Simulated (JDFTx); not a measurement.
Runs of JDFTx 1.7.0 (patched build) on GaAs. The structure is cubic, space group F-43m (No. 216). The conventional cell has a = 5.654 Å, b = 5.654 Å, c = 5.654 Å, α = 90.00°, β = 90.00°, γ = 90.00°. Around As (site symmetry -43m) lie 4 Ga at 2.45 Å. Ga (site symmetry -43m) is surrounded by 4 As at 2.45 Å. 

```csv
task,level,potentials or basis,cell,cutoff (eV),max SCF steps,SCF threshold on the energy,solver of the electrons,further solve for the empty bands,band ratio of the Davidson solver,gap on the mesh (eV),pressure (GPa)
relaxation of cell and atoms,PBE+D3(BJ),PseudoDojo-SR-PBE-0.5-standard,relaxed,1143,100,1e-09 Ha,scf,no,-,0.42,0.0
single point,PBEsol,PseudoDojo-SR-PBEsol-0.4.1-standard with smoothed tails,as given,1143,100,1e-09 Ha,scf,yes,-,0.44,0.3
single point,PBEsol,PseudoDojo-SR-PBEsol-0.4.1-standard,as given,1143,100,1e-09 Ha,scf,yes,-,0.44,0.3
single point,LDA,PseudoDojo-SR-LDA-0.4.1-standard,as given,1088,100,1e-09 Ha,scf,yes,-,0.28,(a)
```

Alike in all rows: no spin polarisation; k mesh 8 × 8 × 8; smearing fermi-dirac 0.05 eV.

**Question.** Fill in the values left out.

**Answer.** (a) -2.1.

A k mesh can miss the band edges, and the runs leave out spin-orbit coupling on As, Ga.

Not every run made on this cell is shown here.
